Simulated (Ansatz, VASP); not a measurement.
**Ti in VASP and in Ansatz**

```
Ti
1.0
    -1.62767    1.62767    1.62767
     1.62767   -1.62767    1.62767
     1.62767    1.62767   -1.62767
Ti
1
Direct
  0.00000 0.00000 0.00000
```

Alike in both runs: functional PBE; k mesh 18 × 18 × 18; occupations gaussian, width 0.1 eV; no spin polarisation.

Ansatz relaxed the structure, and its values are those at the end. VASP's run is a single point on that final structure, the one shown.

|  | VASP | Ansatz |
| --- | --- | --- |
| version | VASP 6.6.1 | Ansatz 0.2.0 |
| potentials or method | VASP PAW PBE potentials, release 64 (Ti_sv) | scalar-relativistic, plane waves, PAW |
| plane-wave cutoff (eV) | 520 | 420 |
| valence electrons in the cell | 12 | 12 |

```csv
,VASP,Ansatz,Ansatz less VASP
gap on the k mesh at the Fermi level (eV),none,none,-
pressure (GPa),-0.3,0.0,+0.28
```

A gap of «none» marks a metal or a gap that the smearing closes. With one functional, cell and mesh, what is left measures potentials, basis and numerics.
